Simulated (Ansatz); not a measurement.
An input for Ansatz 0.2.0 (AlN (P6_3mc)):

```yaml
crystal:
  lattice:
    - [3.113, 0.0, 0.0]
    - [-1.5565, 2.695937082, 0.0]
    - [0.0, 0.0, 4.981]
  atoms:
    - { symbol: Al, position: [0.3333333333, 0.6666666667, 0.0] }
    - { symbol: Al, position: [0.6666666667, 0.3333333333, 0.5] }
    - { symbol: "N", position: [0.3333333333, 0.6666666667, 0.38] }
    - { symbol: "N", position: [0.6666666667, 0.3333333333, 0.88] }
kpoints:
  mp_grid: { grid: [6, 6, 4] }
hamiltonian:
  xc: pbe
  pseudopotentials: { kind: paw, azcp: { folder: "./paw" } }
scf:
  occupations: { method: fixed }
gw:
  n_empty_bands: 124
  ecut_chi: 120
  qp_bands: [v2, c2]
  qp_kpoints: band_edges
  screening: { model: godby_needs }
```

The database entry behind the starting cell differs from later determinations by our own check (inner coordinate u about 0.002 short), so it need not match the best structure at ambient conditions.

```sh
ansatz run input.yaml --threads 3 --pin off --max-ram 92160MiB --backend cuda --events-out ev --progress --plain --runs-dir out --devices 1 --max-vram 13GiB
```

Question: Estimate wall time and host memory on 1 × NVIDIA H100 80GB HBM3 (shared by 6 runs) with 3 threads of AMD EPYC 7R13 (Zen 3), shared host.

It took 23 s; on shared hardware allow 12 s to 46 s. Peak host memory was 1.2 GiB. The sizes that set the cost: 809 plane waves a state, 21 irreducible k points, 132 bands summed, 135 plane waves in the screening and 7 SCF cycles.

The screening grows as filled bands × empty bands × pairs of k points, times the square of the screening basis for the matrix.

[Paths, hosts, dates, memory and timing lines, banners, echoed tables and standing remarks are left out of the program output.]

[Logs are printed without paths, hosts, clocks, repeated set-up lines and the standing remarks that a program may print on its own settings, such as how far it seeks lower states.]

[Runs of the session that timed out or met a known fault of the program may be left out.]

[Cells called generated may have been cut or substituted from an entry of the Crystallography Open Database or the Materials Project.]

[Hosts, paths, dates, database ids (printed as entryN), source tags and the programs' standing remarks are cut or masked in the printed files.]
